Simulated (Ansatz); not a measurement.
# CdS: frozen-core PAW against all-electron methods

```yaml
crystal:
  lattice:
    - [4.17615, 0.00000, 0.00000]
    - [-2.08807, 3.61665, 0.00000]
    - [0.00000, 0.00000, 6.74900]
  atoms:
    - { symbol: Cd, position: [0.33333, 0.66667, 0.00000] }
    - { symbol: Cd, position: [0.66667, 0.33333, 0.50000] }
    - { symbol: S, position: [0.33333, 0.66667, 0.38500] }
    - { symbol: S, position: [0.66667, 0.33333, 0.88500] }
```

Atom numbers follow the list: Cd1, Cd2, S3, S4.

The geometry is COD entry 9008862, unchecked; take it as a test cell. It differs from other determinations. The listed cell was then made from it by scaling, straining or moving an atom.

All numbers are computed: DFT, LDA, PAW with Ansatz's default frozen-core files, scalar-relativistic (Ansatz 0.2.0); DFT, LDA, all-electron PAW with datasets made for the crystal, scalar-relativistic (Ansatz 0.2.0); DFT, LDA, all-electron LAPW, scalar-relativistic (Ansatz 0.2.0).

For PAW: a Γ-centred 8×8×4 k mesh, Fermi–Dirac smearing of 0.02 eV, cutoff 420 eV, no spin polarisation; the PAW files were made with PBE, and the program remakes their frozen cores for this functional. The crystal-made all-electron datasets (AE datasets) take a cutoff of 260 eV at this cell. LAPW targets a basis error of 1 meV/atom. The Ansatz runs share mesh, smearing and spin set-up. Plane-wave (PAW) pressures include the program's estimate of the Pulay term.

Stress and pressure are positive in compression.

The change that made this cell: equal xx and yy strain of +1 %.

```
              quantity     PAW  AE datasets    LAPW
        pressure (GPa)   -3.82        -3.81   -3.80
       stress xx (GPa)   -3.58        -3.56   -3.56
       stress zz (GPa)   -4.31        -4.30   -4.29
force on Cd1, z (eV/Å)   0.175        0.175   0.175
 force on S3, z (eV/Å)  -0.175       -0.175  -0.175
         band gap (eV)   0.908        0.906   0.906
```

PAW's pressure differs from the LAPW value by -0.02 GPa.
